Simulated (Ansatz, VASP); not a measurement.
**One calculation of Pd, two programs**

INCAR

```
SYSTEM = Pd
  PREC = Accurate
  ENCUT = 520
  EDIFF = 1E-7
  ISMEAR = -1
  SIGMA = 0.05
  LREAL = .False.
  LASPH = .True.
  NELM = 150
  ALGO = Normal
  ISIF = 2
  LWAVE = .False.
  LCHARG = .False.
  MAGMOM = 0 0 0
  LORBIT = 11
  LSORBIT = .True.
  GGA_COMPAT = .False.
  LORBMOM = .True.
  LMAXMIX = 4
  GGA = PE
  NBANDS = 21
```

Contents of KPOINTS:

```
regular mesh
0
Gamma
  9 9 9
  0 0 0
```

The input POSCAR:

```
Pd
1.0
    0.0000000000      1.9465000000      1.9465000000
    1.9465000000      0.0000000000      1.9465000000
    1.9465000000      1.9465000000      0.0000000000
Pd
1
Direct
    0.0000000000      0.0000000000      0.0000000000
```

Contents of input.yaml:

```yaml
crystal:
  lattice:
    - [0.0, 1.9465, 1.9465]
    - [1.9465, 0.0, 1.9465]
    - [1.9465, 1.9465, 0.0]
  atoms:
    - { symbol: Pd, position: [0.0, 0.0, 0.0] }
kpoints:
  mp_grid: { grid: [9, 9, 9] }
  band_path:
    path:
      - [0.0, 0.0, 0.0]
      - [0.5, 0.0, 0.5]
      - [0.5, 0.25, 0.75]
      - [0.375, 0.375, 0.75]
      - [0.0, 0.0, 0.0]
      - [0.5, 0.5, 0.5]
      - [0.625, 0.25, 0.625]
      - [0.5, 0.25, 0.75]
    npoints: 6
scf:
  occupations: { method: fermi_dirac, width: 0.05 }
hamiltonian:
  xc: pbe
  pseudopotentials: { kind: all_electron, lapw: { basis_error: 0.001 } }
magnetization:
  noncollinear: true
  spin_orbit: true
output:
  forces: true
  stress: true
  eigenvalues: true
```

Alike in both runs: functional PBE; k mesh 9 × 9 × 9; occupations fermi-dirac, width 0.05 eV; non-collinear spin, spin-orbit coupling.

```csv
,VASP,Ansatz
version,VASP 6.6.1,Ansatz 0.2.0
potentials or method,"VASP PAW PBE potentials, release 64 (Pd)","all-electron LAPW, relativistic spinors"
plane-wave cutoff (eV),520,see its input
task,single point,band structure
```

```csv
,VASP,Ansatz,Ansatz less VASP
gap on the k mesh at the Fermi level (eV),none,none,-
pressure (GPa),6.6,6.8,+0.24
net moment per atom (μB),0.00,0.00,0.000
```

A gap of «none» marks a metal or a gap that the smearing closes. Ansatz ran all-electron here, so the differences hold the error of VASP's frozen core and of both bases.

Caveats: the k mesh is thin for a metal, which can move the energy by tens of meV per atom (Ansatz).
